The RPBE row looks wrong. The calculation ends with a ZnSe cell 8.1% larger in volume than the one it started from, though the crystal is still cubic and still has a gap. The three relaxed lengths are equal by symmetry, so the whole fault is one of scale: every Zn–Se bond is stretched alike. LDA errs the other way, with a cell 4.6% smaller than the start.

VASP 6.6.1 plane-wave DFT relaxations of cell and atoms for cubic ZnSe (F-43m, two-atom primitive cell), with a 600 eV cutoff, an 8 × 8 × 8 k mesh and Gaussian smearing of 0.02 eV, without spin polarisation, spin–orbit coupling or dispersion correction. Volume changes are relative to the common start cell; a, b and c are the lengths of the primitive cell vectors.

```
functional                            potentials  volume change (%)  relaxed length a (Å)  relaxed length b (Å)  relaxed length c (Å)
       LDA  VASP-PAW-LDA-potentials,-recommended             -4.630                 3.943                 3.943                 3.943
       PBE  VASP-PAW-PBE-potentials,-recommended              3.970                 4.058                 4.058                 4.058
    PBEsol  VASP-PAW-PBE-potentials,-recommended             -1.290                 3.988                 3.988                 3.988
      RPBE  VASP-PAW-PBE-potentials,-recommended              8.080                 4.111                 4.111                 4.111
    r2SCAN  VASP-PAW-PBE-potentials,-recommended              0.120                 4.007                 4.007                 4.007
```

The first question is whether these are badly finished relaxations. The forces cannot tell, because the symmetry of this crystal makes them zero at any cell size. The pressure left in the final cells can: at most 0.026 GPa, it corresponds to about 0.04% in volume, while neighbouring functionals differ by at least 1.4 points. Each run has therefore found the minimum of its own energy function, and it is the minima that disagree.

Disagreement shows that some functionals must be wrong, but not which. The start cell is a common yardstick and need not be a measured one, so the tiny change in the r2SCAN row is not by itself proof of accuracy. The measured cubic edge is roughly 5.7 Å. Multiplying the tabulated lengths by √2 gives cubic edges of 5.58 Å for LDA and 5.81 Å for RPBE, one clearly short and the other clearly long. PBE, at 5.74 Å, is too close to call against so rough a value; that it is too long is expected from its well-known habit in semiconductors.

The comparison of PBE with RPBE comes closest to isolating a cause. The two use the same potentials and the same treatment of correlation, and differ only in exchange, the part of the energy that comes from electrons of like spin avoiding each other. Yet RPBE gives a volume change 4.1 points higher. The change in exchange alone must be pushing the atoms further apart.

Both functionals start from LDA, which treats each point of the crystal as if it lay in a uniform electron gas. They then multiply the exchange energy by an enhancement factor that grows with the reduced gradient, a pure number telling how steeply the density varies for its size. At a reduced gradient of 0.5 the factors of PBE and RPBE are almost the same; at 1.5 the RPBE factor is larger by 0.06. The extra expansion must therefore come mainly from regions where the density varies steeply for its size.

Theory supplies the link to bond length. When the crystal expands, the atoms overlap less, their outer density thins and the reduced gradient tends to rise on average. A functional that rewards large gradients then gains energy relative to LDA as the cell grows, which amounts to an outward push. LDA offers no such reward and binds too tightly. PBE adds one that overshoots, and RPBE strengthens it. PBEsol weakens the reward in exchange, and its volume change is 5.3 points below that of PBE. Its gradient term in correlation is weaker too, but that term penalises steep densities, so weakening it alone would be expected to enlarge the cell.

It is tempting to reduce all this to one number, the strength of the gradient term in exchange where gradients are small. A straight line drawn through LDA and PBE on that basis puts PBEsol slightly above the start volume, while the calculation gives −1.3%. It also gives RPBE the same volume as PBE, since the two share that number. The strength at small gradients thus gives the right order for LDA, PBEsol and PBE but not the right spacing, and it misses the step from PBE to RPBE altogether. Part of the miss for PBEsol may lie in the correlation term, or in the separate potentials used for LDA; these rows do not separate the two.

r2SCAN cannot be judged by a gradient term alone. It also uses the kinetic energy density of the electrons, which helps it to tell a covalent bond from the weak overlap of closed shells. It can therefore adjust its correction to the kind of bonding instead of applying one rule to every steep gradient. That is a plausible reason why it lands between PBEsol and PBE, but no row here tests it.

How strong is the false push? A spring with a weight hung on it gives the picture: the weight moves the resting point, and the stiffness decides how far. In the crystal, let V be the relaxed volume of the two-atom cell, ΔV its change from the start, B the stiffness against a change of volume, p the outward push at the start cell and E the energy gained in relaxing. Then

p = B ΔV / V

E = ½ p ΔV = B (ΔV)² / (2V)

One value of B, fitted to the energies gained in all five rows, comes out at 59 GPa; the printed output follows this text.

For RPBE the change of 8.08% is counted from the start cell, so as a share of the relaxed cell it is 8.08/108.08, or 7.5%. The push is then 59 GPa × 0.075, about 4.4 GPa. The cell grows by about 3.7 Å³, and half the product of push and growth is about 8.1 GPa Å³. Since 1 eV/Å³ is about 160 GPa, this makes 51 meV, against 50 meV in the calculation. RPBE was part of the fit and carries the most weight in it, so the agreement shows that the picture is consistent, not that it predicts.

The estimate explains why an error of this kind is so easily made. If the start cell is close to the true one, the error in the energy need change only by p ΔV between the start and the relaxed cell, which is twice the energy gained. For RPBE that is about a tenth of an electronvolt per cell, a small part of the bonding energy, yet it moves the volume by 8%. The spring picture has its limit in LDA, where the model falls 9% short of the computed energy. Real crystals stiffen when compressed and soften when stretched, and a single stiffness leaves that out. The model also measures the push without showing where it comes from; that rests on the comparison of functionals.

For light-emitting layers of ZnSe grown on GaAs, the scale error has a direct consequence. The real mismatch between the two crystals is only a few tenths of a per cent. The LDA edge is 1.6% below the start cell and the RPBE edge 2.6% above it, so setting either beside a measured substrate would invent a strain several times the true one, with opposite signs for the two functionals.

Nor does a good bond length vouch for the colour of the emitted light. r2SCAN barely moves the cell, yet its gap of 1.87 eV is still about 0.8 eV below the measured value of roughly 2.7 eV. The length depends on how the total energy changes with volume. The gap is read from orbital energies, which in functionals of this kind lack part of the energy needed to add an electron to the crystal. The two failures have to be checked separately.

The analysis program printed:

```
fit of gain on 5 rows: coefficient of quad 59.32 +/- 1.1; rms 0.935, worst LDA -1.88, leave-one-out rms 2.35
Size of the misfit:
     row  cubic edge (A)  edge against start (%)  gap on mesh (eV)
     LDA           5.576                  -1.565              1.27
     PBE           5.739                   1.306             1.141
  PBEsol            5.64                 -0.4416             1.228
    RPBE           5.814                   2.629             1.155
  r2SCAN           5.667                 0.03272             1.869
Energy and false pressure:
     row  energy gained in relaxing (meV per cell)  quadratic model (meV per cell)  outward push at start cell (GPa)
     LDA                                     20.77                           18.89                            -2.878
     PBE                                     13.17                           12.76                             2.265
  PBEsol                                     1.509                           1.412                           -0.7736
    RPBE                                     49.96                           50.77                             4.432
  r2SCAN                                     -0.01                         0.01217                            0.0713
Smallest stiffness from a single row without r2SCAN (GPa): 58.38
Largest stiffness from a single row without r2SCAN (GPa): 65.23
Volume error from the largest leftover pressure (%): 0.04431
Spread of volume change from LDA to RPBE (points): 12.71
PBE less LDA in volume change (points): 8.6
PBE less PBEsol in volume change (points): 5.26
RPBE less PBE in volume change (points): 4.11
PBEsol volume change on the line from LDA to PBE (%): 0.06091
Miss of that line for PBEsol (points): 1.351
Extra exchange enhancement of RPBE over PBE at reduced gradient 0.5: 0.00169
Extra exchange enhancement of RPBE over PBE at reduced gradient 1.5: 0.06331
r2SCAN gap less PBEsol gap (eV): 0.6407
Shortfall of the r2SCAN gap from a rough recalled 2.7 eV (eV): 0.8313
```
